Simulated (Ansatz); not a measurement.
# RbBr: the cost of one run

Method: DFT PBE, scalar-relativistic, plane waves, PAW, in Ansatz 0.2.0.

1 further run of the same task is left out (it didn't finish).

## Step 1: Starting point

Symmetry: Fm-3m, No. 225, cubic system. Conventional cell: a = 7.017 Å, b = 7.017 Å, c = 7.017 Å, α = 90.00°, β = 90.00°, γ = 90.00°. Rb (site symmetry m-3m) has 6 Br at 3.51 Å as nearest neighbours. Around Br (site symmetry m-3m) lie 6 Rb at 3.51 Å.

Coordinates:

```cif
data_structure
_symmetry_space_group_name_H-M 'Fm-3m'
_symmetry_Int_Tables_number 225
_cell_length_a 7.0167
_cell_length_b 7.0167
_cell_length_c 7.0167
_cell_angle_alpha 90.000
_cell_angle_beta 90.000
_cell_angle_gamma 90.000
_cell_volume 345.46
loop_
_atom_site_label
_atom_site_type_symbol
_atom_site_symmetry_multiplicity
_atom_site_Wyckoff_symbol
_atom_site_fract_x
_atom_site_fract_y
_atom_site_fract_z
_atom_site_occupancy
Rb1 Rb 4 b 0.50000 0.00000 0.00000 1
Br1 Br 4 a 0.00000 0.00000 0.00000 1
```

An earlier run at PBE left this cell at 43.182 Å³/atom and 0.01 GPa (8×8×8 mesh).

Volume factors to run: 0.980, 1.020, 0.960, 1.040, 1.070, 1.100, 0.945.

## Step 2: Scaling the volume by 0.980

Input file input.yaml:

```yaml
crystal:
  lattice:
    - [0.0, 3.484796283, 3.484796283]
    - [3.484796283, 0.0, 3.484796283]
    - [3.484796283, 3.484796283, 0.0]
  atoms:
    - { symbol: Rb, position: [0.5, 0.5, 0.5] }
    - { symbol: Br, position: [0.0, 0.0, 0.0] }
basis:
  ecutwfc: 420
  ecutrho_ratio: 4
kpoints:
  mp_grid: { grid: [8, 8, 8] }
hamiltonian:
  xc: pbe
scf:
  occupations: { method: gaussian, width: 0.05 }
output:
  forces: true
  stress: true
  eigenvalues: true
```

Started as:

```bash
ansatz run input.yaml --threads 2 --pin off --max-ram 2662MiB --backend cpu --events-out ev --progress --plain --runs-dir out
```

**Question.** How long does this run take on 2 threads of Arm Neoverse V1, shared host, and how much memory does it need?

About 1.2 s, with a peak of 0.33 GiB.
